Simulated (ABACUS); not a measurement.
# Fe (Im-3m) in ABACUS: further runs

One crystal, Fe, is run at these levels: TM; tasks: band structure, equation of state.

All numbers are computed with ABACUS 3.10.1; they aren't measurements. Logs are shortened: lines on timing, memory, paths and dates and some standing lists are left out, and cuts for length are marked.

## 1. The structure

Symmetry: Im-3m, No. 229, cubic system. Conventional cell: a = 2.886 Å, b = 2.886 Å, c = 2.886 Å, α = 90.00°, β = 90.00°, γ = 90.00°. Around Fe (site symmetry m-3m) lie 8 Fe at 2.50 Å.

## 2. Band structure, TM, collinear spin, ferromagnetic start

INPUT reads:

```
INPUT_PARAMETERS
suffix              Fe
calculation         nscf
basis_type          pw
pseudo_dir          ./
symmetry            -1
dft_functional      MGGA_X_TM+MGGA_C_TM
ecutwfc             104.0
pseudo_rcut         10
nspin               2
nbands              20
ks_solver           dav
smearing_method     fd
smearing_sigma      0.00367493
scf_thr             1e-08
scf_nmax            100
mixing_type         broyden
mixing_beta         0.4
mixing_tau          1
init_chg            file
pw_diag_thr         1e-07
out_band            1
kpar                4
```

STRU reads:

```
ATOMIC_SPECIES
Fe 55.8450 Fe_ONCV_PBE-1.2.upf

LATTICE_CONSTANT
1.8897261246

LATTICE_VECTORS
-1.4430000000 1.4430000000 1.4430000000
1.4430000000 -1.4430000000 1.4430000000
1.4430000000 1.4430000000 -1.4430000000

ATOMIC_POSITIONS
Direct

Fe
0.0
1
0.0000000000 0.0000000000 0.0000000000 1 1 1 mag 3
```

KPT reads:

```
K_POINTS
8
Line
0.00000000 0.00000000 0.00000000 10 // G
0.50000000 -0.50000000 0.50000000 10 // H
0.00000000 0.00000000 0.50000000 10 // N
0.00000000 0.00000000 0.00000000 10 // G
0.25000000 0.25000000 0.25000000 10 // P
0.50000000 -0.50000000 0.50000000 1 // H
0.25000000 0.25000000 0.25000000 10 // P
0.00000000 0.00000000 0.50000000 1 // N
```

Potentials or basis: SG15 ONCV 1.2 PBE, plane waves.

Launch:

```
> OMP_NUM_THREADS=1 mpirun -np 4 abacus > log
```

running log:

```text
ABACUS v3.10.1

               Atomic-orbital Based Ab-initio Computation at UStc

 ------------------------------------------------------------------------------------

 READING GENERAL INFORMATION
                           global_out_dir = OUT.Fe/
                           global_in_card = INPUT
                               pseudo_dir = ./
                              orbital_dir =
                                    DSIZE = 4
                                    GSIZE = 1

 READING UNITCELL INFORMATION
                                    ntype = 1
                  lattice constant (Bohr) = 1.88973
              lattice constant (Angstrom) = 1

 READING ATOM TYPE 1
                               atom label = Fe
                      L=0, number of zeta = 1
                      L=1, number of zeta = 1
                      L=2, number of zeta = 1
             number of atom for this type = 1
               magnetization of element 1 = 3

                        TOTAL ATOM NUMBER = 1
DIRECT COORDINATES
    atom                   x                   y                   z     mag                  vx                  vy                  vz
taud_Fe1            0.0000000000        0.0000000000        0.0000000000  3.0000        0.0000000000        0.0000000000        0.0000000000

                          Volume (Bohr^3) = 81.1065
                             Volume (A^3) = 12.0187

 Lattice vectors: (Cartesian coordinate: in unit of a_0)
               -1.443              +1.443              +1.443
               +1.443              -1.443              +1.443
               +1.443              +1.443              -1.443
 Reciprocal vectors: (Cartesian coordinate: in unit of 2 pi/a_0)
                   +0             +0.3465             +0.3465
              +0.3465                  +0             +0.3465
              +0.3465             +0.3465                  +0
 The esolver type has been set to : ksdft_pw

                PAO radial cut off (Bohr) = 10

 Read in pseudopotential file is Fe_ONCV_PBE-1.2.upf
                     pseudopotential type = NC
          exchange-correlation functional = PBE
                 nonlocal core correction = 0
                        valence electrons = 16
                                     lmax = 2
                           number of zeta = 0
                     number of projectors = 6
                           L of projector = 0
                           L of projector = 0
                           L of projector = 1
                           L of projector = 1
                           L of projector = 2
                           L of projector = 2
 XC functional updated to : MGGA_X_TM+MGGA_C_TM
          exchange-correlation functional = MGGA_X_TM+MGGA_C_TM
     initial pseudo atomic orbital number = 0
 The readin total magnetization is 3

 SETUP THE ELECTRONS NUMBER
            electron number of element Fe = 16
      total electron number of element Fe = 16
            AUTOSET number of electrons:  = 16
                           occupied bands = 8
                                   NBANDS = 20
                                   NLOCAL = 9

%%%%%%%%%%%%%%%%%%%%%%%%%%%%%%%%%%%%%%%%%%%%%%%%%%%%%%%%%%%%%%%%%%%%%%%%%%%%%%%%%%%%%%%%%%%%%%%%%%%%%%%%%%
 Warning: the number of valence electrons in pseudopotential > 8 for Fe: [Ar] 3d6 4s2
 Pseudopotentials with additional electrons can yield (more) accurate outcomes, but may be less efficient.
 If you're confident that your chosen pseudopotential is appropriate, you can safely ignore this warning.
%%%%%%%%%%%%%%%%%%%%%%%%%%%%%%%%%%%%%%%%%%%%%%%%%%%%%%%%%%%%%%%%%%%%%%%%%%%%%%%%%%%%%%%%%%%%%%%%%%%%%%%%%%

 SETUP THE PLANE WAVE BASIS
 energy cutoff for charge/potential (unit:Ry) = 416
            fft grid for charge/potential = [ 32, 32, 32 ]
                        fft grid division = [ 1, 1, 1 ]
        big fft grid for charge/potential = [ 32, 32, 32 ]
                                     nbxx = 32768
                                     nrxx = 32768

 SETUP PLANE WAVES FOR CHARGE/POTENTIAL
                    number of plane waves = 11537
                         number of sticks = 693

 PARALLEL PW FOR CHARGE/POTENTIAL
     PROC   COLUMNS(POT)             PW
        1            693          11537
 --------------- sum -------------------
        1            693          11537
                            number of |g| = 146
                                  max |g| = 37.4595
                                  min |g| = 0

----------- Double Check Mixing Parameters Begin ------------
mixing_type: broyden
mixing_beta: 0.4
mixing_gg0: 1
mixing_gg0_min: 0.1
mixing_beta_mag: 1.6
mixing_gg0_mag: 0
mixing_ndim: 8
----------- Double Check Mixing Parameters End ------------

 SETUP K-POINTS
                                    nspin = 2
                                   nkstot = 62
K-POINTS DIRECT COORDINATES
 KPOINTS    DIRECT_X    DIRECT_Y    DIRECT_Z  WEIGHT
       1  0.00000000  0.00000000  0.00000000  1.0000
       2  0.05000000 -0.05000000  0.05000000  1.0000
       3  0.10000000 -0.10000000  0.10000000  1.0000
       4  0.15000000 -0.15000000  0.15000000  1.0000
       5  0.20000000 -0.20000000  0.20000000  1.0000
       6  0.25000000 -0.25000000  0.25000000  1.0000
[... 22 lines left out ...]
      29  0.00000000  0.00000000  0.10000000  1.0000
      30  0.00000000  0.00000000  0.05000000  1.0000
[... 32 further k points ...]

           k-point number in this process = 16
       minimum distributed K point number = 15
                             nks(nspin=2) = 32
                          nkstot(nspin=2) = 124

[... K-POINTS CARTESIAN COORDINATES: 32 rows ...]

[... K-POINTS DIRECT COORDINATES: 32 rows ...]

 SETUP PLANE WAVES FOR WAVE FUNCTIONS
     energy cutoff for wavefunc (unit:Ry) = 104
              fft grid for wave functions = [ 32, 32, 32 ]
                    number of plane waves = 1985
                         number of sticks = 217

 PARALLEL PW FOR WAVE FUNCTIONS
     PROC   COLUMNS(POT)             PW
        1            217           1985
 --------------- sum -------------------
        1            217           1985

 SETUP NONLOCAL PSEUDOPOTENTIALS IN PLANE WAVE BASIS
 Fe non-local projectors:
 projector 1 L=0
 projector 2 L=0
 projector 3 L=1
 projector 4 L=1
 projector 5 L=2
 projector 6 L=2
      TOTAL NUMBER OF NONLOCAL PROJECTORS = 18

 Init Non-Local PseudoPotential table :
 Init Non-Local-Pseudopotential done.

                                     npwx = 1481

 -------------------------------------------
 NONSELF-CONSISTENT
 -------------------------------------------
                                 init_chg = file
 try to read charge from file
 Read in the charge density: OUT.Fe//Fe-CHARGE-DENSITY.restart
 try to read kinetic energy density from file
 Read in the kinetic energy density: OUT.Fe//Fe-TAU-DENSITY.restart

 PW ALGORITHM --------------- ION=   1  ELEC=   1--------------------------------
 k(1/124) Iter steps (avg)=12 threshold=1e-07
 k(2/124) Iter steps (avg)=11 threshold=1e-07
 k(3/124) Iter steps (avg)=11 threshold=1e-07
 k(4/124) Iter steps (avg)=11 threshold=1e-07
 k(5/124) Iter steps (avg)=12 threshold=1e-07
 k(6/124) Iter steps (avg)=20 threshold=1e-07
 k(7/124) Iter steps (avg)=32 threshold=1e-07
 k(8/124) Iter steps (avg)=26 threshold=1e-07
 k(9/124) Iter steps (avg)=20 threshold=1e-07
 k(10/124) Iter steps (avg)=13 threshold=1e-07
[... 12 lines left out ...]
 k(23/124) Iter steps (avg)=27 threshold=1e-07
 k(24/124) Iter steps (avg)=25 threshold=1e-07
 k(25/124) Iter steps (avg)=19 threshold=1e-07
 k(26/124) Iter steps (avg)=17 threshold=1e-07
 k(27/124) Iter steps (avg)=27 threshold=1e-07
 k(28/124) Iter steps (avg)=19 threshold=1e-07
 k(29/124) Iter steps (avg)=13 threshold=1e-07
 k(30/124) Iter steps (avg)=18 threshold=1e-07
 k(31/124) Iter steps (avg)=17 threshold=1e-07
 k(32/124) Iter steps (avg)=21 threshold=1e-07
[... levels at 32 k points of this process ...]

          total magnetism (Bohr mag/cell) = 2.57831
       absolute magnetism (Bohr mag/cell) = 2.79930
                        nelec for spin up = 9.28915
                      nelec for spin down = 6.71085

 Density error is 0.00000000000
                          Error Threshold = 1.00000000000e-07
----------------------------------------------------------
     Energy           Rydberg                 eV
----------------------------------------------------------
 E_KohnSham     -236.4950065097      -3217.6796370795
 E_KS(sigma->0) -236.4945047259      -3217.6728099604
 E_Harris       -236.4950065097      -3217.6796370795
 E_band         -16.4808261786       -224.2331437761
 E_one_elec     -97.8734203178       -1331.6361990713
 E_Hartree      57.0770792014        776.5735023364
 E_xc           -24.8713804308       -338.3924909851
 E_Ewald        -170.8262813949      -2324.2107951214
 E_entropy(-TS) -0.0010035676        -0.0136542381
 E_descf        0.0000000000         0.0000000000
 E_exx          0.0000000000         0.0000000000
 E_Fermi        1.3341830867         18.1524921539
----------------------------------------------------------

 charge density convergence is achieved
 final etot is -3217.6796371 eV
 EFERMI = 18.152492154 eV

 STATE ENERGY(eV) AND OCCUPATIONS    NSPIN == 2
SPIN UP :
 1/16 kpoint (Cartesian) = 0.0000 0.0000 0.0000 (1481 pws)
       1       -70.3614      0.0161290
       2       -36.6087      0.0161290
       3       -36.6087      0.0161290
       4       -36.6087      0.0161290
       5        9.92104      0.0161290
       6        15.3751      0.0161290
[... 12 lines left out ...]
      19        49.3236        0.00000
      20        49.3236        0.00000

 2/16 kpoint (Cartesian) = 0.0000 0.034650 0.0000 (1457 pws)
       1       -70.3584      0.0161290
       2       -36.6191      0.0161290
       3       -36.6141      0.0161290
       4       -36.6141      0.0161290
       5        10.1149      0.0161290
       6        15.3750      0.0161290
[... 12 lines left out ...]
      19        50.5759        0.00000
      20        51.7022        0.00000

 3/16 kpoint (Cartesian) = 0.0000 0.069300 0.0000 (1453 pws)
       1       -70.3498      0.0161290
       2       -36.6482      0.0161290
       3       -36.6301      0.0161290
       4       -36.6301      0.0161290
       5        10.6782      0.0161290
       6        15.3860      0.0161290
[... 12 lines left out ...]
      19        52.3143        0.00000
      20        54.7653        0.00000

 4/16 kpoint (Cartesian) = 0.0000 0.10395 0.0000 (1457 pws)
       1       -70.3367      0.0161290
       2       -36.6895      0.0161290
       3       -36.6553      0.0161290
       4       -36.6553      0.0161290
       5        11.5461      0.0161290
       6        15.4372      0.0161290
[... 12 lines left out ...]
      19        55.1743        0.00000
      20        58.1055        0.00000

 5/16 kpoint (Cartesian) = 0.0000 0.13860 0.0000 (1449 pws)
       1       -70.3207      0.0161290
       2       -36.7346      0.0161290
       3       -36.6875      0.0161290
       4       -36.6875      0.0161290
       5        12.5623      0.0161290
       6        15.3087      0.0161290
[... 12 lines left out ...]
      19        58.4936        0.00000
      20        59.5556        0.00000

 6/16 kpoint (Cartesian) = 0.0000 0.17325 0.0000 (1453 pws)
       1       -70.3037      0.0161290
       2       -36.7757      0.0161290
       3       -36.7238      0.0161290
       4       -36.7238      0.0161290
       5        13.4035      0.0161290
       6        14.7799      0.0161290
[... 12 lines left out ...]
      19        57.5747        0.00000
      20        64.3576        0.00000

[... levels at 26 further k points ...]

 --------------------------------------------
 !FINAL_ETOT_IS -3217.679637079472 eV
 --------------------------------------------

 Output bands in file: OUT.Fe/BANDS_1.dat

 Output bands in file: OUT.Fe/BANDS_2.dat
```

Wall time 10 s (4 MPI ranks of AMD EPYC 9R14 (Zen 4), shared host); peak memory 0.36 GiB.

Levels at the corners of the path, in eV from the Fermi level:
Spin up:
| point | band 5 | band 6 | band 7 | band 8 | band 9 | band 10 | band 11 | band 12 | band 13 | band 14 |
| --- | --- | --- | --- | --- | --- | --- | --- | --- | --- | --- |
| Γ | -7.94 | -2.49 | -2.49 | -2.49 | -1.38 | -1.38 | 23.73 | 23.73 | 23.73 | 28.54 |
| H | -4.76 | -4.76 | -0.30 | -0.30 | -0.30 | 9.48 | 9.48 | 9.48 | 14.68 | 14.68 |
| N | -4.81 | -3.46 | -1.32 | -1.21 | -0.05 | 0.50 | 6.79 | 17.48 | 19.29 | 22.19 |
| Γ | -7.94 | -2.49 | -2.49 | -2.49 | -1.38 | -1.38 | 23.73 | 23.73 | 23.73 | 28.54 |
| P | -3.28 | -3.28 | -3.28 | -1.18 | -1.18 | 8.07 | 8.07 | 8.07 | 10.35 | 36.97 |
| H | -4.76 | -4.76 | -0.30 | -0.30 | -0.30 | 9.48 | 9.48 | 9.48 | 14.68 | 14.68 |
| P | -3.28 | -3.28 | -3.28 | -1.18 | -1.18 | 8.07 | 8.07 | 8.07 | 10.35 | 36.97 |
| N | -4.81 | -3.46 | -1.32 | -1.21 | -0.05 | 0.50 | 6.79 | 17.48 | 19.29 | 22.19 |
Spin down:
```tsv
point	band 2	band 3	band 4	band 5	band 6	band 7	band 8	band 9	band 10	band 11
Γ	-51.29	-51.29	-51.29	-8.08	0.26	0.26	0.26	2.36	2.36	23.50
H	-51.55	-51.55	-51.55	-2.36	-2.36	2.85	2.85	2.85	9.63	9.63
N	-51.66	-51.41	-51.29	-3.14	-1.01	0.34	2.18	2.63	3.14	8.54
Γ	-51.29	-51.29	-51.29	-8.08	0.26	0.26	0.26	2.36	2.36	23.50
P	-51.47	-51.47	-51.47	-1.38	-1.38	-1.38	2.68	2.68	9.17	9.17
H	-51.55	-51.55	-51.55	-2.36	-2.36	2.85	2.85	2.85	9.63	9.63
P	-51.47	-51.47	-51.47	-1.38	-1.38	-1.38	2.68	2.68	9.17	9.17
N	-51.66	-51.41	-51.29	-3.14	-1.01	0.34	2.18	2.63	3.14	8.54
```

Caveat: the density is read from an earlier self-consistent run, whose mesh may be coarse.

(Part 1 of 2 ends here.)
